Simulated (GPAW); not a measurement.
# CdO (Monteponite) (Fm-3m) in GPAW: elastic constants with PW91+D3(BJ)

Aim: the elastic constants of CdO (Monteponite) with PW91+D3(BJ).

Program: GPAW 26.7.0. These are calculated values, not measurements. Logs are shortened: lines on timing, memory, paths and dates and some standing lists are left out, and cuts for length are marked. The log counts tension as positive stress, the text compression.

### 1 Starting point

The structure is cubic, space group Fm-3m (No. 225). Conventional cell: a = 4.699 Å, b = 4.699 Å, c = 4.699 Å, α = 90.00°, β = 90.00°, γ = 90.00°. Around Cd (site symmetry m-3m) lie 6 O at 2.35 Å. O (site symmetry m-3m) is surrounded by 6 Cd at 2.35 Å.

### 2 Elastic constants, PW91+D3(BJ), 12.97 Å³/atom

run.py reads:

```python
import json
import numpy as np
import spglib
from ase.calculators.mixing import SumCalculator
from ase.constraints import FixSymmetry
from ase.filters import FrechetCellFilter
from ase.io import read, write
from ase.optimize import BFGS
from ase.stress import full_3x3_to_voigt_6_stress, voigt_6_to_full_3x3_strain, voigt_6_to_full_3x3_stress
from ase.units import GPa
from dftd3.ase import DFTD3
from gpaw import GPAW, PW, setup_paths

setup_paths.insert(0, '.')

atoms = read('POSCAR')

calc = GPAW(mode=PW(800),
            xc='GGA_X_PW91+GGA_C_PW91',
            kpts={'size': (10, 10, 10), 'gamma': True},
            occupations={'name': 'fermi-dirac', 'width': 0.05},
            nbands=18,
            convergence={'density': 1e-06, 'eigenstates': 1e-09},
            maxiter=150,
            txt='gpaw.txt')
atoms.calc = SumCalculator([calc, DFTD3(method='pw91', damping='d3bj')])
atoms.set_constraint(FixSymmetry(atoms))
BFGS(FrechetCellFilter(atoms), trajectory='relax.traj', logfile='-').run(fmax=0.005, steps=40)
atoms.set_constraint()
energy = atoms.get_potential_energy()
forces = atoms.get_forces()
stress = atoms.get_stress()
calc.write('gs.gpw')
write('result.traj', atoms)
print('Cell:', atoms.cell.cellpar().round(4))
print(atoms.get_scaled_positions().round(5))

gpts = tuple(int(n) for n in calc.get_number_of_grid_points())
cell = atoms.cell[:].T
dataset = spglib.get_symmetry((atoms.cell[:], atoms.get_scaled_positions(), atoms.numbers), symprec=1e-4)
rotations = [cell @ w @ np.linalg.inv(cell) for w in dataset['rotations']]
strains, clamped, relaxed = [], [], []
for v in [0, 3]:
    for e in (-0.005, 0.005):
        voigt = np.zeros(6)
        voigt[v] = e
        F = voigt_6_to_full_3x3_strain(voigt)
        a = atoms.copy()
        a.set_cell(atoms.cell[:] @ F, scale_atoms=True)
        c = GPAW(mode=PW(800),
                 xc='GGA_X_PW91+GGA_C_PW91',
                 kpts={'size': (10, 10, 10), 'gamma': True},
                 occupations={'name': 'fermi-dirac', 'width': 0.05},
                 nbands=18,
                 convergence={'density': 1e-06, 'eigenstates': 1e-09},
                 maxiter=150,
                 gpts=gpts,
                 txt=f'strain-{v}{e:+.3f}.txt')
        a.calc = SumCalculator([c, DFTD3(method='pw91', damping='d3bj')])
        s0 = s1 = a.get_stress() - stress
        BFGS(a, logfile=None).run(fmax=0.003, steps=25)
        s1 = a.get_stress() - stress
        print(v, e, 'clamped', (s0 / GPa).round(3), 'relaxed', (s1 / GPa).round(3), flush=True)
        for R in rotations:  # images under the point group
            eps = R @ (F - np.eye(3)) @ R.T
            strains.append(full_3x3_to_voigt_6_stress(eps) * [1, 1, 1, 2, 2, 2])
            for s, rows in ((s0, clamped), (s1, relaxed)):
                rows.append(full_3x3_to_voigt_6_stress(R @ voigt_6_to_full_3x3_stress(s) @ R.T))

C0, C = (np.linalg.lstsq(np.array(strains), np.array(s), rcond=None)[0].T / GPa for s in (clamped, relaxed))
print('Clamped-ion Cij (GPa):')
print(C0.round(1))
print('Relaxed-ion Cij (GPa):')
print(C.round(1))
json.dump({'clamped': C0.tolist(), 'relaxed': C.tolist()}, open('elastic.json', 'w'))
```

POSCAR reads:

```
CdO
1.0
    0.0000000000      2.3495000000      2.3495000000
    2.3495000000      0.0000000000      2.3495000000
    2.3495000000      2.3495000000      0.0000000000
Cd O
1 1
Direct
    0.0000000000      0.0000000000      0.0000000000
    0.5000000000      0.5000000000      0.5000000000
```

Potentials or basis: PAW data sets generated in the run's folder for this functional, pw.

The run is started by

```
> gpaw-setup -f GGA_X_PW91+GGA_C_PW91 Cd O
> OMP_NUM_THREADS=1 python run.py
```

gpaw.txt:

```text
__  _  _
 | _ |_)|_||  |
 |__||  | ||/\| - 26.7.0

Input parameters:
  mode=PW(ecut=800.0),
  convergence={'density': 1e-06, 'eigenstates': 1e-09},
  kpts=MonkhorstPack(size=(10, 10, 10), gamma=True),
  maxiter=150,
  nbands=18,
  occupations=Occupations(name='fermi-dirac', width=0.05),
  xc=XC(name='GGA_X_PW91+GGA_C_PW91')

Diagonalizing LCAO Hamiltonian
Converting LCAO to pw mode

               O

       Cd

Atoms  # Å, Bohr magnetons
|   | symbol |        x |        y |        z |    initial magnetic moments |
|---|--------|----------|----------|----------|-----------------------------|
| 0 |     Cd | 0.000000 | 0.000000 | 0.000000 | ( 0.0000,  0.0000,  0.0000) |
| 1 |      O | 2.349500 | 2.349500 | 2.349500 | ( 0.0000,  0.0000,  0.0000) |

Unit cell  # Å
| periodic |        x |        y |        z |  lengths |    angles |
|----------|----------|----------|----------|----------|-----------|
|      yes | 0.000000 | 2.349500 | 2.349500 | 3.322695 | 60.000000 |
|      yes | 2.349500 | 0.000000 | 2.349500 | 3.322695 | 60.000000 |
|      yes | 2.349500 | 2.349500 | 0.000000 | 3.322695 | 60.000000 |

Number of symmetries: 48
Symmetry operations  # r_c * U_cc + t_c -> r_c
|    | kind |            matrix            |
|----|------|------------------------------|
|  0 |  σ   |  1, 0, 0,  1, 0,-1,  1,-1, 0 |
|  1 |  C2  |  1, 0, 0,  1,-1, 0,  1, 0,-1 |
|  2 |  E   |  1, 0, 0,  0, 1, 0,  0, 0, 1 |
|  3 |  σ   |  1, 0, 0,  0, 0, 1,  0, 1, 0 |
|  4 |  C4  |  1, 0,-1,  1, 0, 0,  1,-1, 0 |
|  5 |  S6  |  1, 0,-1,  1,-1, 0,  1, 0, 0 |
|  6 |  σ   |  1, 0,-1,  0, 1,-1,  0, 0,-1 |
|  7 |  C3  |  1, 0,-1,  0, 0,-1,  0, 1,-1 |
|  8 |  S6  |  1,-1, 0,  1, 0, 0,  1, 0,-1 |
|  9 |  C4  |  1,-1, 0,  1, 0,-1,  1, 0, 0 |
| 10 |  C3  |  1,-1, 0,  0,-1, 1,  0,-1, 0 |
| 11 |  σ   |  1,-1, 0,  0,-1, 0,  0,-1, 1 |
| 12 |  σ   |  0, 1, 0,  1, 0, 0,  0, 0, 1 |
| 13 |  C4  |  0, 1, 0,  0, 1,-1, -1, 1, 0 |
| 14 |  C3  |  0, 1, 0,  0, 0, 1,  1, 0, 0 |
| 15 |  S6  |  0, 1, 0, -1, 1, 0,  0, 1,-1 |
| 16 |  C2  |  0, 1,-1,  1, 0,-1,  0, 0,-1 |
| 17 |  σ   |  0, 1,-1,  0, 1, 0, -1, 1, 0 |
| 18 |  S4  |  0, 1,-1,  0, 0,-1,  1, 0,-1 |
| 19 |  C4  |  0, 1,-1, -1, 1, 0,  0, 1, 0 |
| 20 |  C3  |  0, 0, 1,  1, 0, 0,  0, 1, 0 |
| 21 |  σ   |  0, 0, 1,  0, 1, 0,  1, 0, 0 |
| 22 |  S6  |  0, 0, 1,  0,-1, 1, -1, 0, 1 |
| 23 |  C4  |  0, 0, 1, -1, 0, 1,  0,-1, 1 |
| 24 |  S4  |  0, 0,-1,  1, 0,-1,  0, 1,-1 |
| 25 |  C3  |  0, 0,-1,  0, 1,-1,  1, 0,-1 |
| 26 |  C2  |  0, 0,-1,  0,-1, 0, -1, 0, 0 |
| 27 |  S6  |  0, 0,-1, -1, 0, 0,  0,-1, 0 |
| 28 |  S4  |  0,-1, 1,  1,-1, 0,  0,-1, 0 |
| 29 |  C4  |  0,-1, 1,  0, 0, 1, -1, 0, 1 |
| 30 |  C2  |  0,-1, 1,  0,-1, 0,  1,-1, 0 |
| 31 |  σ   |  0,-1, 1, -1, 0, 1,  0, 0, 1 |
| 32 |  C3  |  0,-1, 0,  1,-1, 0,  0,-1, 1 |
| 33 |  S6  |  0,-1, 0,  0, 0,-1, -1, 0, 0 |
[... 181 lines left out ...]
|------------|---------------|-----------|
|          0 |       -11.012 |     2.000 |
|        ... |               |           |
|          2 |        -0.331 |     2.000 |
|          3 |        -0.331 |     2.000 |
|          4 |        -0.036 |     2.000 |
|          5 |        -0.036 |     2.000 |
|          6 |         4.925 |     2.000 |
|          7 |         4.925 |     2.000 |
[... 8 lines left out ...]
|         16 |        24.406 |     0.000 |
|         17 |        29.573 |     0.000 |

No gap
No difference between direct/indirect transitions

Stress tensor  # eV/Ang^3
|         x |         y |         z |
|-----------|-----------|-----------|
| -0.030675 | -0.000000 | -0.000000 |
| -0.000000 | -0.030675 | -0.000000 |
| -0.000000 | -0.000000 | -0.030675 |

Forces  # eV/Ang
|        x |        y |        z |
|----------|----------|----------|
|  0.00000 | -0.00000 |  0.00000 |  # Cd   0
| -0.00000 |  0.00000 | -0.00000 |  # O    1

Interpolating wave functions to new cell

               O

       Cd

Atoms  # Å, Bohr magnetons
|   | symbol |        x |        y |        z |    initial magnetic moments |
|---|--------|----------|----------|----------|-----------------------------|
| 0 |     Cd | 0.000000 | 0.000000 | 0.000000 | ( 0.0000,  0.0000,  0.0000) |
| 1 |      O | 2.352606 | 2.352606 | 2.352606 | ( 0.0000,  0.0000,  0.0000) |

Unit cell  # Å
| periodic |         x |        y |        z |  lengths |    angles |
|----------|-----------|----------|----------|----------|-----------|
|      yes | -0.000000 | 2.352606 | 2.352606 | 3.327087 | 60.000000 |
|      yes |  2.352606 | 0.000000 | 2.352606 | 3.327087 | 60.000000 |
|      yes |  2.352606 | 2.352606 | 0.000000 | 3.327087 | 60.000000 |

Number of symmetries: 48
Symmetry operations  # r_c * U_cc + t_c -> r_c
|    | kind |            matrix            |
|----|------|------------------------------|
|  0 |  σ   |  1, 0, 0,  1, 0,-1,  1,-1, 0 |
|  1 |  C2  |  1, 0, 0,  1,-1, 0,  1, 0,-1 |
|  2 |  E   |  1, 0, 0,  0, 1, 0,  0, 0, 1 |
|  3 |  σ   |  1, 0, 0,  0, 0, 1,  0, 1, 0 |
|  4 |  C4  |  1, 0,-1,  1, 0, 0,  1,-1, 0 |
|  5 |  S6  |  1, 0,-1,  1,-1, 0,  1, 0, 0 |
|  6 |  σ   |  1, 0,-1,  0, 1,-1,  0, 0,-1 |
|  7 |  C3  |  1, 0,-1,  0, 0,-1,  0, 1,-1 |
|  8 |  S6  |  1,-1, 0,  1, 0, 0,  1, 0,-1 |
|  9 |  C4  |  1,-1, 0,  1, 0,-1,  1, 0, 0 |
| 10 |  C3  |  1,-1, 0,  0,-1, 1,  0,-1, 0 |
| 11 |  σ   |  1,-1, 0,  0,-1, 0,  0,-1, 1 |
| 12 |  σ   |  0, 1, 0,  1, 0, 0,  0, 0, 1 |
| 13 |  C4  |  0, 1, 0,  0, 1,-1, -1, 1, 0 |
| 14 |  C3  |  0, 1, 0,  0, 0, 1,  1, 0, 0 |
| 15 |  S6  |  0, 1, 0, -1, 1, 0,  0, 1,-1 |
| 16 |  C2  |  0, 1,-1,  1, 0,-1,  0, 0,-1 |
| 17 |  σ   |  0, 1,-1,  0, 1, 0, -1, 1, 0 |
| 18 |  S4  |  0, 1,-1,  0, 0,-1,  1, 0,-1 |
| 19 |  C4  |  0, 1,-1, -1, 1, 0,  0, 1, 0 |
| 20 |  C3  |  0, 0, 1,  1, 0, 0,  0, 1, 0 |
| 21 |  σ   |  0, 0, 1,  0, 1, 0,  1, 0, 0 |
| 22 |  S6  |  0, 0, 1,  0,-1, 1, -1, 0, 1 |
| 23 |  C4  |  0, 0, 1, -1, 0, 1,  0,-1, 1 |
| 24 |  S4  |  0, 0,-1,  1, 0,-1,  0, 1,-1 |
| 25 |  C3  |  0, 0,-1,  0, 1,-1,  1, 0,-1 |
| 26 |  C2  |  0, 0,-1,  0,-1, 0, -1, 0, 0 |
| 27 |  S6  |  0, 0,-1, -1, 0, 0,  0,-1, 0 |
| 28 |  S4  |  0,-1, 1,  1,-1, 0,  0,-1, 0 |
| 29 |  C4  |  0,-1, 1,  0, 0, 1, -1, 0, 1 |
| 30 |  C2  |  0,-1, 1,  0,-1, 0,  1,-1, 0 |
| 31 |  σ   |  0,-1, 1, -1, 0, 1,  0, 0, 1 |
| 32 |  C3  |  0,-1, 0,  1,-1, 0,  0,-1, 1 |
| 33 |  S6  |  0,-1, 0,  0, 0,-1, -1, 0, 0 |
[... 179 lines left out ...]
|------------|---------------|-----------|
|          0 |       -11.038 |     2.000 |
|        ... |               |           |
|          2 |        -0.378 |     2.000 |
|          3 |        -0.378 |     2.000 |
|          4 |        -0.086 |     2.000 |
|          5 |        -0.086 |     2.000 |
|          6 |         4.886 |     2.000 |
|          7 |         4.886 |     2.000 |
[... 8 lines left out ...]
|         16 |        24.294 |     0.000 |
|         17 |        29.472 |     0.000 |

No gap
No difference between direct/indirect transitions

Stress tensor  # eV/Ang^3
|         x |         y |         z |
|-----------|-----------|-----------|
| -0.026919 | -0.000000 | -0.000000 |
| -0.000000 | -0.026919 | -0.000000 |
| -0.000000 | -0.000000 | -0.026919 |

Forces  # eV/Ang
|        x |       y |        z |
|----------|---------|----------|
|  0.00000 | 0.00000 | -0.00000 |  # Cd   0
| -0.00000 | 0.00000 | -0.00000 |  # O    1

Interpolating wave functions to new cell

               O

       Cd

Atoms  # Å, Bohr magnetons
|   | symbol |        x |        y |        z |    initial magnetic moments |
|---|--------|----------|----------|----------|-----------------------------|
| 0 |     Cd | 0.000000 | 0.000000 | 0.000000 | ( 0.0000,  0.0000,  0.0000) |
| 1 |      O | 2.361885 | 2.361885 | 2.361885 | ( 0.0000,  0.0000,  0.0000) |

Unit cell  # Å
| periodic |         x |        y |         z |  lengths |    angles |
|----------|-----------|----------|-----------|----------|-----------|
|      yes | -0.000000 | 2.361885 |  2.361885 | 3.340209 | 60.000000 |
|      yes |  2.361885 | 0.000000 |  2.361885 | 3.340209 | 60.000000 |
|      yes |  2.361885 | 2.361885 | -0.000000 | 3.340209 | 60.000000 |

Number of symmetries: 48
Symmetry operations  # r_c * U_cc + t_c -> r_c
|    | kind |            matrix            |
|----|------|------------------------------|
|  0 |  σ   |  1, 0, 0,  1, 0,-1,  1,-1, 0 |
|  1 |  C2  |  1, 0, 0,  1,-1, 0,  1, 0,-1 |
|  2 |  E   |  1, 0, 0,  0, 1, 0,  0, 0, 1 |
|  3 |  σ   |  1, 0, 0,  0, 0, 1,  0, 1, 0 |
|  4 |  C4  |  1, 0,-1,  1, 0, 0,  1,-1, 0 |
|  5 |  S6  |  1, 0,-1,  1,-1, 0,  1, 0, 0 |
|  6 |  σ   |  1, 0,-1,  0, 1,-1,  0, 0,-1 |
|  7 |  C3  |  1, 0,-1,  0, 0,-1,  0, 1,-1 |
|  8 |  S6  |  1,-1, 0,  1, 0, 0,  1, 0,-1 |
|  9 |  C4  |  1,-1, 0,  1, 0,-1,  1, 0, 0 |
| 10 |  C3  |  1,-1, 0,  0,-1, 1,  0,-1, 0 |
| 11 |  σ   |  1,-1, 0,  0,-1, 0,  0,-1, 1 |
| 12 |  σ   |  0, 1, 0,  1, 0, 0,  0, 0, 1 |
| 13 |  C4  |  0, 1, 0,  0, 1,-1, -1, 1, 0 |
| 14 |  C3  |  0, 1, 0,  0, 0, 1,  1, 0, 0 |
| 15 |  S6  |  0, 1, 0, -1, 1, 0,  0, 1,-1 |
| 16 |  C2  |  0, 1,-1,  1, 0,-1,  0, 0,-1 |
| 17 |  σ   |  0, 1,-1,  0, 1, 0, -1, 1, 0 |
| 18 |  S4  |  0, 1,-1,  0, 0,-1,  1, 0,-1 |
| 19 |  C4  |  0, 1,-1, -1, 1, 0,  0, 1, 0 |
| 20 |  C3  |  0, 0, 1,  1, 0, 0,  0, 1, 0 |
| 21 |  σ   |  0, 0, 1,  0, 1, 0,  1, 0, 0 |
| 22 |  S6  |  0, 0, 1,  0,-1, 1, -1, 0, 1 |
| 23 |  C4  |  0, 0, 1, -1, 0, 1,  0,-1, 1 |
| 24 |  S4  |  0, 0,-1,  1, 0,-1,  0, 1,-1 |
| 25 |  C3  |  0, 0,-1,  0, 1,-1,  1, 0,-1 |
| 26 |  C2  |  0, 0,-1,  0,-1, 0, -1, 0, 0 |
| 27 |  S6  |  0, 0,-1, -1, 0, 0,  0,-1, 0 |
| 28 |  S4  |  0,-1, 1,  1,-1, 0,  0,-1, 0 |
| 29 |  C4  |  0,-1, 1,  0, 0, 1, -1, 0, 1 |
| 30 |  C2  |  0,-1, 1,  0,-1, 0,  1,-1, 0 |
| 31 |  σ   |  0,-1, 1, -1, 0, 1,  0, 0, 1 |
| 32 |  C3  |  0,-1, 0,  1,-1, 0,  0,-1, 1 |
| 33 |  S6  |  0,-1, 0,  0, 0,-1, -1, 0, 0 |
[... 179 lines left out ...]
|------------|---------------|-----------|
|          0 |       -11.112 |     2.000 |
|        ... |               |           |
|          2 |        -0.519 |     2.000 |
|          3 |        -0.519 |     2.000 |
|          4 |        -0.235 |     2.000 |
|          5 |        -0.235 |     2.000 |
|          6 |         4.770 |     2.000 |
|          7 |         4.770 |     2.000 |
[... 8 lines left out ...]
|         16 |        23.965 |     0.000 |
|         17 |        29.173 |     0.000 |

No gap
No difference between direct/indirect transitions

Stress tensor  # eV/Ang^3
|         x |         y |         z |
|-----------|-----------|-----------|
| -0.016153 |  0.000000 |  0.000000 |
|  0.000000 | -0.016153 | -0.000000 |
|  0.000000 | -0.000000 | -0.016153 |

Forces  # eV/Ang
|       x |        y |        z |
|---------|----------|----------|
| 0.00000 | -0.00000 | -0.00000 |  # Cd   0
| 0.00000 | -0.00000 | -0.00000 |  # O    1

# Writing to gs.gpw (mode='')
```

It took 4.6 min on 1 thread of AMD EPYC 7B13 (Zen 3), shared host; peak memory 0.43 GiB.

Results:

* Free energy: -8.6535 eV
* Relaxed volume: 13.18 Å³/atom
* Relaxed cell: a = 3.340 Å, b = 3.340 Å, c = 3.340 Å, α = 60.00°, β = 60.00°, γ = 60.00°
* Space group after relaxing (to 0.05 Å): Fm-3m (No. 225)
* Pressure after relaxing: 0.0 GPa
* Band gap on the k mesh: none (metal or under the smearing width)
* Elastic constants C11, C12, C44: 200, 105, 47 GPa
* Voigt bulk modulus: 137 GPa
* Bulk modulus (Hill): 137 GPa
* Shear modulus (Hill): 47 GPa
* Young's modulus: 127 GPa
* Poisson's ratio (from the elastic constants): 0.35
* Dispersion energy per atom: -0.201 eV

Caveat: the density grid can change from cell to cell, which puts small steps into energies and stress; elastic constants of metals need much finer meshes, so these are rough; pairwise dispersion overbinds metals, which lowers pressure and volume; this crystal is a semiconductor, whose small gap the functional closes, so the metal is an error of the method.
